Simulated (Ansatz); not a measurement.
## CuO under pressure: fit and missing row

CuO, Cccm, a = 4.164 Å, b = 4.176 Å, c = 5.151 Å. This isn't the usual stable structure of the compound. Ansatz: PBE, PAW, 420 eV, Γ-centred 14×14×8 mesh on 4 atoms, Gaussian smearing 0.10 eV; no spin polarisation. Cell and atoms are relaxed at each pressure, and no other structure is tried, so the rows at high pressure may lie past a change of phase.

```tsv
V (Å³/atom)	P (GPa)
10.212	15.01
?	8.00
10.963	3.00
11.198	0.00
11.460	-3.02
```

Question: Take V0 = 11.198 Å³/atom, fit the third-order Birch–Murnaghan form to the other rows, and predict the missing volume.

Answer: With the Eulerian strain f = ½[(V0/V)^(2/3) − 1] and y = P/[3f(1 + 2f)^(5/2)], the form is the line y = B0 + 1.5 B0 (B0′ − 4) f. Rows (f, y): 0.03169, 135.4; 0.00712, 135.6; -0.00765, 136.8. Means f = 0.01039, y = 135.93; Σ(Δf)² = 0.0007898, ΣΔfΔy = -0.02590; the slope is their ratio. y = 136.3 − 32.80 f GPa, so B0 = 136.3 GPa and B0′ = 4 + 2 × (-32.80)/(3 × 136.3) = 3.84. P = 8.00 GPa is met at f = 0.01799 (y = 135.71), so V = V0 (1 + 2f)^(−3/2) = 10.620 Å³/atom. The run gave 10.622 Å³/atom, so the fit is 0.002 Å³/atom too low, a small miss on the scale of the series.

Spin polarisation was left out, and a magnetic state may lie lower.

Cost: 5 runs of about 15 core-minutes in all, on Arm Neoverse V1 (shared hosts).